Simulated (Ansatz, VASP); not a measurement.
Two plane-wave programs on BN

```
B N
1.0
     0.00000    1.81206    1.81206
     1.81206    0.00000    1.81206
     1.81206    1.81206    0.00000
B N
1 1
Direct
  0.00000 0.00000 0.00000
  0.25000 0.25000 0.25000
```

The cell is a database's computed one.

Alike in both runs: task single point; functional PBE; k mesh 13 × 13 × 13; occupations fermi-dirac, width 0.01 eV; no spin polarisation.

|  | VASP | Ansatz |
| --- | --- | --- |
| version | VASP 6.6.1 | Ansatz 0.2.0 |
| potentials or method | VASP PAW PBE potentials, release 64 (B, N) | plane-wave PAW DFT |
| plane-wave cutoff (eV) | 520 | 420 |
| valence electrons in the cell | 8 | 8 |

|  | VASP | Ansatz | Ansatz less VASP |
| --- | --- | --- | --- |
| gap on the k mesh at the Fermi level (eV) | 4.53 | 4.53 | +0.007 |

Caveats: an odd mesh through Γ misses points on the zone boundary, where band edges often lie. Expect the measured gap to be larger: semilocal functionals such as PBE lack the derivative discontinuity.
